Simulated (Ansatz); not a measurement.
## Lattice dynamics of TaInSe3 (model cell, started as cubic perovskite with Ta in the octahedra)

The cell of TaInSe3 (model cell, started as cubic perovskite with Ta in the octahedra) is at rest. What are its phonons?

Calculated with Ansatz 0.2.0; DFT PBEsol, scalar-relativistic, plane waves, PAW.

The structure was built from a prototype and need not be the compound's stable phase.

### Step 1. Starting point

It takes space group Pm-3m (No. 221, cubic). The conventional cell has a = 5.019 Å, b = 5.019 Å, c = 5.019 Å, α = 90.00°, β = 90.00°, γ = 90.00°. Nearest to In lie 12 Se at 3.55 Å. Nearest to Ta lie 6 Se at 2.51 Å. Se has 2 Ta at 2.51 Å nearest. Farther neighbours and most contacts between anions are not listed.

### Step 2. The dispersion

The cell comes from relaxations at this level that are not shown. Stability and thermal properties need the whole zone. Linear response on a 2×2×2 q mesh gives force constants as far as a supercell of that size would.

The input, input.yaml:

```yaml
crystal:
  lattice:
    - [5.019252156, 0.0, 0.0]
    - [0.0, 5.019252156, 0.0]
    - [0.0, 0.0, 5.019252156]
  atoms:
    - { symbol: In, position: [0.0, 0.0, 0.0] }
    - { symbol: Ta, position: [0.5, 0.5, 0.5] }
    - { symbol: Se, position: [0.5, 0.5, 0.0] }
    - { symbol: Se, position: [0.5, 0.0, 0.5] }
    - { symbol: Se, position: [0.0, 0.5, 0.5] }
kpoints:
  mp_grid: { grid: [6, 6, 6] }
hamiltonian:
  xc: pbesol
scf:
  occupations: { method: methfessel_paxton, width: 0.15 }
output:
  eigenvalues: true
phonons:
  method: dfpt
  qmesh: [2, 2, 2]
  temperatures: { t_max: 1000, t_step: 50 }
  qpath:
    path:
      - [[0.0, 0.0, 0.0], [0.0, 0.5, 0.0], [0.5, 0.5, 0.0], [0.0, 0.0, 0.0], [0.5, 0.5, 0.5], [0.0, 0.5, 0.0]]
      - [[0.5, 0.5, 0.5], [0.5, 0.5, 0.0]]
    npoints: 10
```

The run is started by

```
> ansatz run input.yaml --threads 8 --pin off --max-ram 14336MiB --backend cpu --events-out ev --progress --plain --runs-dir out
```

Numbers of over 12 decimals in the logs are rounded to 6 here.

Log:

```text
Engine: ansatz 0.2.0, aarch64-unknown-linux-gnu
Pseudopotentials: kind: paw
Pseudopotential: In, paw, valence charge 13, recommended cutoff 420 eV (normal), In.paw.azcp
Pseudopotential: Ta, paw, valence charge 13, recommended cutoff 420 eV (normal), Ta.paw.azcp
Pseudopotential: Se, paw, valence charge 16, recommended cutoff 420 eV (normal), Se.paw.azcp
Functional definition: PBEsol
  exchange = pbesol_x
  correlation = pbesol_c
Crystal: 5 atoms, lattice volume = 126.449 Å³
Basis set: ecut = 420 eV, 2517 PW (Γ), exchange–correlation on 72×72×72 points (8 copies of the dense FFT grid, shifted against one another)
Bands: 45, of which v1, the nominal top of the filled ones, is band 37 counted from 1 (36 counted from 0)
Symmetry: 48 space group operations
k-points: 20 of 216
Non-local potential: In, projectors of the file, l = 0: 2, l = 1: 2, l = 2: 2, l = 3: 2
Non-local potential: Ta, projectors of the file, l = 0: 3, l = 1: 2, l = 2: 2, l = 3: 1
Non-local potential: Se, projectors of the file, l = 0: 2, l = 1: 2, l = 2: 3, l = 3: 1
PAW form: soft (Blöchl's): semilocal exchange-correlation on the pseudo side does not see the compensation charge
PAW frozen core: In, regenerated for the run's functional, and the local potential with it (the file was generated under x = pbe(κ = 0.804, μ = 0.219515), c = pbe(β = 0.066725))
PAW frozen core: Ta, regenerated for the run's functional, and the local potential with it (the file was generated under x = pbe(κ = 0.804, μ = 0.219515), c = pbe(β = 0.066725))
PAW frozen core: Se, regenerated for the run's functional, and the local potential with it (the file was generated under x = pbe(κ = 0.804, μ = 0.219515), c = pbe(β = 0.066725))
PAW one-centre angular grid: In, 590 points (default); XC on 64 Gauss nodes
PAW one-centre angular grid: Ta, 590 points (default); XC on 64 Gauss nodes
PAW one-centre angular grid: Se, 590 points (default); XC on 64 Gauss nodes
Initial density: superposition of atomic densities (neutral atoms: chi_scale 0, normalization atom), corrected by the library's trained network
Initial wavefunctions: pseudopotential atomic-orbital guess
Functional: x = pbesol(κ = 0.804, μ = 0.123457), c = pbesol(β = 0.046)
SCF iter   1: F=—  HF=-31606.297952 eV  |F-HF|=—  |Δ(HF+E_count)|=         —  Δρ=3.77e-3  dr2=3.73e-2  ethr=1.77e-3  ⟨swp⟩=6.8  Hψ=3266  notcnv=0
preconditioner: auto → Resta (q_TF=auto, 2.495 Å⁻¹)  ε∞=4.5  [insulator: Δε(μ)=0.297 eV  Ē_g=10.562 eV  σ=0.150 eV  W_gap=0.93  n_scr=26 (ndim 8)  ℏωp=19.8 eV  f_vac=0.021  D(μ)=0.21/eV (n_scr^D=0)  ε∞_Penn≈4.5]
SCF iter   2: F=—  HF=-31606.290966 eV  |F-HF|=—  |Δ(HF+E_count)|=   6.99e-3  S|Δr|=    0.00e0  Δρ=1.81e-3  dr2=6.84e-3  ethr=5.05e-5  ⟨swp⟩=2.3  Hψ=1320  notcnv=0
SCF iter   3: F=—  HF=-31606.289206 eV  |F-HF|=—  |Δ(HF+E_count)|=   1.76e-3  S|Δr|=    0.00e0  Δρ=6.51e-4  dr2=1.32e-3  ethr=9.24e-6  ⟨swp⟩=2.0  Hψ=1073  notcnv=0  defer=3
SCF iter   4: F=—  HF=-31606.288929 eV  |F-HF|=—  |Δ(HF+E_count)|=   2.77e-4  S|Δr|=    0.00e0  Δρ=2.26e-4  dr2=1.07e-4  ethr=1.78e-6  ⟨swp⟩=2.0  Hψ=1063  notcnv=0  defer=3
SCF iter   5: F=—  HF=-31606.288914 eV  |F-HF|=—  |Δ(HF+E_count)|=   1.54e-5  S|Δr|=    0.00e0  Δρ=1.08e-4  dr2=1.38e-5  ethr=1.45e-7  ⟨swp⟩=2.0  Hψ=1576  notcnv=0  defer=3
SCF iter   6: F=—  HF=-31606.288919 eV  |F-HF|=—  |Δ(HF+E_count)|=   5.32e-6  S|Δr|=    0.00e0  Δρ=2.18e-5  dr2=5.23e-7  ethr=1.87e-8  ⟨swp⟩=2.9  Hψ=1648  notcnv=0  defer=3
SCF iter   7: F=—  HF=-31606.288916 eV  |F-HF|=—  |Δ(HF+E_count)|=   3.29e-6  S|Δr|=    0.00e0  Δρ=4.89e-6  dr2=2.47e-8  ethr=7.07e-10  ⟨swp⟩=2.0  Hψ=1212  notcnv=0  defer=3
SCF iter   8: F=—  HF=-31606.288916 eV  |F-HF|=—  |Δ(HF+E_count)|=   2.53e-8  S|Δr|=    0.00e0  Δρ=9.75e-7  dr2=1.35e-9  ethr=3.34e-11  ⟨swp⟩=2.0  Hψ=1224  notcnv=0  defer=3
SCF iter   9: F=—  HF=-31606.288916 eV  |F-HF|=—  |Δ(HF+E_count)|=  9.97e-10  S|Δr|=    0.00e0  Δρ=2.42e-7  dr2=9.58e-11  ethr=1.82e-12  ⟨swp⟩=2.0  Hψ=1585  notcnv=0  defer=3
SCF iter  10: F=—  HF=-31606.288916 eV  |F-HF|=—  |Δ(HF+E_count)|=  3.64e-11  S|Δr|=    0.00e0  Δρ=7.79e-8  dr2=1.07e-11  ethr=1.00e-12  ⟨swp⟩=10.3  Hψ=4478  notcnv=0
SCF iter  11: F=-31606.288916 eV  HF=-31606.288916 eV  |F-HF|=7.28e-12  |Δ(HF+E_count)|=    0.00e0  S|Δr|=    0.00e0  Δρ=1.58e-8  dr2=3.93e-13  ethr=1.00e-12  ⟨swp⟩=5.0  Hψ=3396  notcnv=0
SCF 1 converged in 11 iterations: F = -31606.288916 eV  dr2 = 3.93e-13
  greatest PAW one-centre occupation: 1.000 electrons in one spin orbital (limit 2), on the Se atom at site 3 (counted from 0), in its partial waves of l = 2
Initial density: read from a saved state, or passed on in memory by an earlier SCF of this step, an earlier step, the calling program or the single point that the run made first
iter 1 solved again at ethr=1.98e-7 eV; its pass at ethr=3.10e-3 eV (dr2=1.47e-4 eV) is discarded
SCF iter   1: F=—  HF=-31606.288915 eV  |F-HF|=—  |Δ(HF+E_count)|=         —  Δρ=4.59e-7  dr2=1.20e-10  ethr=1.98e-7  ⟨swp⟩=3.0  Hψ=5322  notcnv=0
eigensolver tolerance schedule: the retry pair's looser diagonalisation over-reported the residual by 1226704.17 of it (diagonalisation noise at an unbounded share of the residual, at the tolerance the schedule requests for it); recorded, not acted on — ethr = c·dr2/N_el stays at c = 1.0e-1
preconditioner: auto → Resta (q_TF=auto, 2.495 Å⁻¹)  ε∞=4.5  [insulator: Δε(μ)=0.296 eV  Ē_g=10.537 eV  σ=0.150 eV  W_gap=1.04  n_scr=26 (ndim 8)  ℏωp=19.8 eV  f_vac=0.020  D(μ)=-0.09/eV (n_scr^D=0)  ε∞_Penn≈4.5]
SCF iter   2: F=—  HF=-31606.288916 eV  |F-HF|=—  |Δ(HF+E_count)|=   7.84e-7  S|Δr|=    0.00e0  Δρ=2.30e-7  dr2=5.73e-11  ethr=1.00e-12  ⟨swp⟩=3.9  Hψ=2457  notcnv=0
SCF iter   3: F=—  HF=-31606.288916 eV  |F-HF|=—  |Δ(HF+E_count)|=  2.18e-11  S|Δr|=    0.00e0  Δρ=1.46e-7  dr2=1.27e-11  ethr=1.00e-12  ⟨swp⟩=1.0  Hψ=900  notcnv=0
SCF iter   4: F=-31606.288916 eV  HF=-31606.288916 eV  |F-HF|=7.28e-12  |Δ(HF+E_count)|=  7.28e-12  S|Δr|=    0.00e0  Δρ=1.01e-7  dr2=5.72e-12  ethr=1.00e-12  ⟨swp⟩=3.1  Hψ=1975  notcnv=0
SCF 2 converged in 4 iterations: F = -31606.288916 eV  dr2 = 5.72e-12
phonons: the bands overlap, so this run is a metal and interpolates without the dipole-dipole term. If the crystal is really an insulator or semiconductor, its LO-TO splitting is missing
NSCF: frozen V_eff on 20 k-points
NSCF: frozen V_eff on 64 k-points
DFPT response loops at q = (0, 0, 0) (fractional): preconditioner auto → Kerker (q_TF=auto, 2.495 Å⁻¹) (partly filled bands, converged f_vac=0.020); β = 1.00, the filter's whole step (`scf.mixing.beta` (0.50) is not read by the response loops under this deck's `scf.mixing.preconditioner`; to damp them name `kerker` or `kerker_dos`, under which they read `scf.mixing.beta`, and type it under 1.00, their step now; both keys bind the ground state too); Broyden in place of MSR1
NSCF: frozen V_eff on 128 k-points
DFPT response loops at q = (0, 0, -0.5) (fractional): mixed as the last ones told, above
NSCF: frozen V_eff on 128 k-points
DFPT response loops at q = (0, -0.5, -0.5) (fractional): mixed as the last ones told, above
NSCF: frozen V_eff on 128 k-points
DFPT response loops at q = (-0.5, -0.5, -0.5) (fractional): mixed as the last ones told, above
SCF converged after 11 iterations
Stability not checked: this state was not tested for a lower state beside it, because cold or Methfessel-Paxton smearing, or corrected tetrahedra, fill the levels in a way that the test cannot read (fill_not_monotonic; see scf.lower_state_search)
Free energy (F): -31606.288916 eV
Harris-Foulkes:  -31606.288916 eV  (|F-HF|=7.28e-12)
Internal energy: -31606.296040 eV  (E = F + TS)
E sigma→0 (E₀):  -31606.290697 eV
Entropy (-TS):   0.007124 eV (1.425 meV/atom)
Fermi energy:    9.195485 eV
Step filling:    the computed levels leave a gap of 0.2962 eV = 2.0 smearing widths at the electron count; against every level under it full and every level over it empty, smearing changes F+E_penalty+E_count by +1.807 meV and its σ→0 estimate by +0.026 meV
--- Per-component energies (eV) ---
  E_band       = -1374.841015
  E_kinetic    = 961.016578
  E_local      = -9597.017786  (includes V_loc(G=0)·N_el)
  E_nonlocal   = -1395.210894
  E_hartree    = 4503.994050
  E_xc         = -740.930590
  E_vxc        = -598.025795  (∫ρ·V_xc dr)
  E_paw        = -17953.431845  (= ΣΔE_a)
  E_vpaw       = 246.410396  (= ΣTr[D̂ρ^β])
  E_aug_tail   = -0.001649  (compensation charges beyond the density's cutoff)
  E_ewald      = -7388.188805
  E_core_change = 3.474900  (= ΣΔE_core)
  E_smearing   = 0.007124  (= −TS)
  E_closure    = -0.000000  (closes the sum)
  Σ components = -31606.288916   (vs F -31606.288916, Δ=0.00e0)
--- Band table (eV; the first three rows and the last of 20) ---
  k-point 0: bands = [... 33 lower, 7.8725, 8.3767, 8.3767, 8.3767, 8.3920, 8.3920, 8.3920, 10.7157, ... 4 higher]
  k-point 1: bands = [... 33 lower, 7.7335, 7.8138, 8.2466, 8.2466, 8.3873, 9.4599, 9.4599, 10.7262, ... 4 higher]
  k-point 2: bands = [... 33 lower, 7.4860, 8.3093, 8.3280, 8.3280, 8.4088, 10.5404, 10.5404, 10.7417, ... 4 higher]
  k-point 19: bands = [... 33 lower, 5.4114, 9.3707, 9.3707, 9.3707, 10.8226, 10.8226, 10.8226, 14.7938, ... 4 higher]
--- Phonons (Γ-DFPT): 4 representative perturbations + reference (Σ response iterations 12) ---
  ASR residual: 1.017e-4 → 0.000e0 eV/Å²; symmetrization residual: 4.311e-5 eV/Å²
  ASR residual per site (eV/Å²): 2.45e-5 1.02e-4 2.84e-5 2.84e-5 2.84e-5
  Γ frequencies (cm⁻¹): -31.20 -31.20 -31.20 0.00 0.00 0.00 51.57 51.57 51.57 59.30 59.30 59.30 225.01 225.01 225.01
--- Phonons (arbitrary-q DFPT): 4 irreducible q on the 2×2×2 mesh ---
  q = [0.0000, 0.0000, 0.0000] (star 1, of the zone-centre solve; hermiticity 7.22e-6, symmetrization 9.32e-12): -31.20 -31.20 -31.20 -0.00 -0.00 0.00 51.57 51.57 51.57 59.30 59.30 59.30 225.01 225.01 225.01
  q = [0.0000, 0.0000, -0.5000] (star 3, 9 solved perturbations in 504 linear systems a pass and spin channel, the states on 64 of 216 k-point pairs; hermiticity 1.26e-6, symmetrization 2.68e-12): -19.84 -19.84 18.37 18.37 40.68 49.09 49.09 74.61 79.43 79.43 83.27 145.46 223.57 223.57 267.16
  q = [0.0000, -0.5000, -0.5000] (star 3, 9 solved perturbations in 504 linear systems a pass and spin channel, the states on 64 of 216 k-point pairs; hermiticity 7.27e-6, symmetrization 3.57e-13): -71.42 -26.86 -26.86 -8.76 -5.91 75.00 75.00 75.59 75.59 121.57 147.30 147.30 160.75 220.59 283.25
  q = [-0.5000, -0.5000, -0.5000] (star 1, 4 solved perturbations in 184 linear systems a pass and spin channel, the states on 64 of 216 k-point pairs; hermiticity 6.93e-8, symmetrization 7.64e-12): -70.01 -70.01 -70.01 -19.91 -19.91 -19.91 106.80 106.80 116.57 116.57 116.57 146.69 146.69 146.69 299.46
  sum rule: each row above includes the acoustic sum rule's correction from the zone centre's row sums; it moved no ω² by more than (0.39 cm⁻¹)²
  mesh force constants: q→R imaginary residual 4.34e-18; ASR residual 1.017e-4 → 0.000e0 eV/Å²; symmetrization residual 1.421e-14 eV/Å²
  interpolated dispersion: 62 rows × 15 modes
  density of states and harmonic sums: on the 12×12×12 q-mesh, interpolated from the force constants of a 2×2×2 supercell (no non-analytic term)
  largest difference from the sums on the solved wave vectors: F 9.50e-2 eV, S 1.23e-4 and C_V 2.81e-5 eV/K
  zero-point energy: 0.082107 eV/cell   skipped modes (ω ≤ 0): 326, of them read as no rigid motion or as one in doubt: 323 (3.802e0 modes/cell left out, lowest -71.42 cm⁻¹)   left out of the sums: 2.54e-1 of the cell's modes: C_V's classical limit lies that fraction below 3 k_B per atom; for a crystal, a wire or a layer, F and S can be off by more, and a phonons.interpolated_qmesh denser along its periods is the remedy for the sampling
```

The job ended after 6.8 min (8 threads of Arm Neoverse N1, shared host; peak memory 1.5 GiB; 30 min of CPU time).

In the SCF lines HF is the Harris–Foulkes energy and dr2 the Hartree energy of the density residual, in eV; the loop may stop once dr2 is under the threshold and the program's other checks hold. Hψ counts applications of the Hamiltonian.

Numbers from this step:

- volume per atom: 25.29 Å³
- gap on the k-mesh: 0 eV
- sum-rule residual before enforcement: 1.02e-4 eV/Å²
- lowest frequency on the path: -71.42 cm⁻¹
- point group: m-3m
- highest frequency on the path or at a solved wavevector: 299.5 cm⁻¹
- highest optical mode at the zone centre (no LO-TO term): 225.0 cm⁻¹
- lowest optical zone-centre mode: -31.2 cm⁻¹
- lowest mode on the q mesh (acoustic modes at Γ apart): -71.42 cm⁻¹

Frequencies (cm⁻¹) solved at each irreducible wavevector; negative means imaginary. Frequencies by wavevector, by row:

| q in reciprocal lattice units | star | mode 1 | mode 2 | mode 3 | mode 4 | mode 13 | mode 14 | mode 15 |
| --- | --- | --- | --- | --- | --- | --- | --- | --- |
| 0 0 0 | 1 | -31.2 | -31.2 | -31.2 | 0 | 225 | 225 | 225 |
| 0 0 -0.5 | 3 | -19.8 | -19.8 | 18.4 | 18.4 | 223.6 | 223.6 | 267.2 |
| 0 -0.5 -0.5 | 3 | -71.4 | -26.9 | -26.9 | -8.8 | 160.8 | 220.6 | 283.2 |
| -0.5 -0.5 -0.5 | 1 | -70 | -70 | -70 | -19.9 | 146.7 | 146.7 | 299.5 |

Interpolated from a 2×2×2 q mesh. Phonon branches along the path, in cm⁻¹:

| point | branch 1 | branch 2 | branch 3 | branch 4 | branch 12 | branch 13 | branch 14 | branch 15 |
| --- | --- | --- | --- | --- | --- | --- | --- | --- |
| Γ | -31 | -31 | -31 | 0 | 59 | 225 | 225 | 225 |
| halfway | -25 | -25 | 18 | 18 | 108 | 224 | 224 | 245 |
| X | -20 | -20 | 18 | 18 | 146 | 224 | 224 | 267 |
| halfway | -39 | -23 | -15 | 6 | 146 | 196 | 222 | 276 |
| M | -71 | -27 | -27 | -9 | 147 | 161 | 221 | 283 |
| halfway | -21 | -18 | -14 | -7 | 110 | 209 | 223 | 262 |
| Γ | -31 | -31 | -31 | 0 | 59 | 225 | 225 | 225 |
| halfway | -22 | -21 | -21 | -17 | 111 | 200 | 200 | 278 |
| R | -70 | -70 | -70 | -20 | 147 | 147 | 147 | 300 |
| halfway | -41 | -37 | -21 | -21 | 147 | 178 | 191 | 288 |
| X | -20 | -20 | 18 | 18 | 146 | 224 | 224 | 267 |
| jump to R | -70 | -70 | -70 | -20 | 147 | 147 | 147 | 300 |
| halfway | -71 | -40 | -40 | -22 | 147 | 147 | 174 | 295 |
| M | -71 | -27 | -27 | -9 | 147 | 161 | 221 | 283 |

Tetrahedra on a 12×12×12 mesh, mean over bins of 5 cm-1. Interpolated from a 2×2×2 q mesh. Table of phonon density of states by wavenumber; read off at these points:

| wavenumber (cm⁻¹) | phonon density of states (1/cm⁻¹/cell) |
| --- | --- |
| -72 | 8.3e-4 |
| -62 | 0.0199 |
| -52 | 0.019 |
| -42 | 0.0202 |
| -32 | 0.0313 |
| -22 | 0.230 |
| -12 | 0.0687 |
| -2 | 0.0225 |
| 8 | 0.0220 |
| 18 | 0.0389 |
| 28 | 0.0648 |
| 38 | 0.0329 |
| 48 | 0.0221 |
| 58 | 0.0964 |
| 68 | 0.0696 |
| 78 | 0.0821 |
| 88 | 0.0689 |
| 98 | 0.0676 |
| 108 | 0.0856 |
| 122 | 0.0369 |
| 132 | 0.0287 |
| 142 | 0.0664 |
| 152 | 0.00893 |
| 162 | 0.0113 |
| 172 | 0.0140 |
| 182 | 0.0165 |
| 192 | 0.0200 |
| 202 | 0.0260 |
| 212 | 0.0381 |
| 222 | 0.0860 |
| 232 | 0.00202 |
| 242 | 0.00412 |
| 252 | 0.00701 |
| 262 | 0.0127 |
| 272 | 0.0248 |
| 282 | 0.0308 |
| 292 | 0.0181 |
| 302 | 0 |

The partial phonon density of states has structure finer than the step of the table below, so its rows give means over 10 cm⁻¹, whole bins alone (the curve runs from -79.6 to 318 cm⁻¹). Peaks (cm⁻¹: height): In -22.1: 0.199; Se -42.1: 0.0389, 20.5: 0.0624, 55.5: 0.0850, 75.5: 0.0675, 90.5: 0.0641, 110.5: 0.0667, 220.6: 0.0671; Ta 18.0: 0.0219, 55.5: 0.0201, 75.5: 0.0234, 88.0: 0.0259, 113.0: 0.0408, 133.0: 0.0447, 145.5: 0.0653.

Phonopy on the run's constants, 11x11x11 mesh, Gaussian sigma 2.8 cm-1. Interpolated from a 2×2×2 q mesh. Table of partial phonon density of states by wavenumber; means over each step; values in 1/cm⁻¹/cell:

| wavenumber (cm⁻¹) | In | Se | Ta |
| --- | --- | --- | --- |
| -70 | 1.0e-6 | 0.0115 | 1.0e-6 |
| -60 | 6.4e-6 | 0.0230 | 1.8e-5 |
| -50 | 1.1e-4 | 0.0165 | 2.6e-5 |
| -40 | 3.7e-4 | 0.0270 | 9.5e-5 |
| -30 | 0.0428 | 0.0112 | 0.00100 |
| -20 | 0.170 | 0.00600 | 0.00395 |
| -10 | 0.0521 | 7.7e-4 | 0.00264 |
| 0 | 0.00319 | 3.7e-4 | 0.00133 |
| 10 | 0.00594 | 0.00946 | 0.00653 |
| 20 | 0.00794 | 0.0504 | 0.0170 |
| 30 | 0.00285 | 0.0264 | 0.00743 |
| 40 | 0.00355 | 0.0158 | 0.0108 |
| 50 | 0.00211 | 0.0563 | 0.0137 |
| 60 | 0.00179 | 0.0583 | 0.0150 |
| 70 | 8.0e-4 | 0.0555 | 0.0131 |
| 80 | 0.00122 | 0.0517 | 0.0186 |
| 90 | 0.00138 | 0.0565 | 0.0185 |
| 100 | 2.7e-4 | 0.0528 | 0.0102 |
| 110 | 0.00132 | 0.0613 | 0.0288 |
| 120 | 3.9e-4 | 0.0313 | 0.0129 |
| 130 | 7.8e-4 | 0.00631 | 0.0280 |
| 140 | 6.6e-4 | 0.00329 | 0.0361 |
| 150 | 4.2e-4 | 0.00409 | 0.0277 |
| 160 | 1.1e-5 | 0.00691 | 0.00321 |
| 170 | 2.5e-7 | 0.0112 | 0.00261 |
| 180 | 0 | 0.0127 | 0.00236 |
| 190 | 0 | 0.0164 | 0.00237 |
| 200 | 3.3e-6 | 0.0216 | 0.00282 |
| 210 | 7.7e-6 | 0.0305 | 0.00355 |
| 220 | 4.0e-6 | 0.0561 | 0.00635 |
| 230 | 0 | 0.0121 | 0.00135 |
| 240 | 0 | 0.00351 | 2.5e-4 |
| 250 | 0 | 0.00604 | 3.0e-4 |
| 260 | 9.1e-6 | 0.0110 | 3.5e-4 |
| 270 | 2.0e-5 | 0.0213 | 4.1e-4 |
| 280 | 1.2e-5 | 0.0273 | 3.7e-4 |
| 290 | 1.8e-6 | 0.0204 | 2.0e-4 |
| 300 | 0 | 0.00668 | 3.7e-5 |
| 310 | 0 | 6.4e-5 | 0 |

Symmetry leaves 4 wavevectors to solve. The lowest mode among them, the acoustic zeros apart, lies at q = (0, -0.5, -0.5) and is imaginary, 71.4i cm⁻¹, so the energy falls along it.

### Step 3. Summary of results

- space group (within 0.01 Å): Pm-3m
- volume per atom: 25.3 Å³
- electronic character: no gap on this mesh
- highest optical mode at the zone centre (no LO-TO term): 225 cm⁻¹
- lowest optical zone-centre mode: -31.2 cm⁻¹
- lowest mode on the q mesh (acoustic modes at Γ apart): -71.4 cm⁻¹
- highest frequency on the path or at a solved wavevector: 300 cm⁻¹
- imaginary modes on the 2×2×2 q mesh: yes

In words: Modes are clearly imaginary (beyond 10i cm⁻¹) at 4 of the 4 irreducible wavevectors, most at q = (0, -0.5, -0.5) (71.4i cm⁻¹), so this structure is not a minimum of the energy. The optical modes at Γ span -31 to 225 cm⁻¹ (negative means imaginary). With no gap, or one that is small against the smearing, the frequencies hang on the k mesh and the smearing, most of all near Kohn anomalies. Spin-orbit coupling is left out, which can matter for the heavy elements here. The starting cell was built on a prototype and not taken from a measurement, so the phase need not exist. These are harmonic frequencies at zero temperature: anharmonic shifts, linewidths and thermal expansion are left out.

[Logs are printed without paths, hosts, clocks, repeated set-up lines and the standing remarks that a program may print on its own settings, such as how far it seeks lower states.]

[Hosts, paths, dates, database ids (printed as entryN), source tags and the programs' standing remarks are cut or masked in the printed files.]
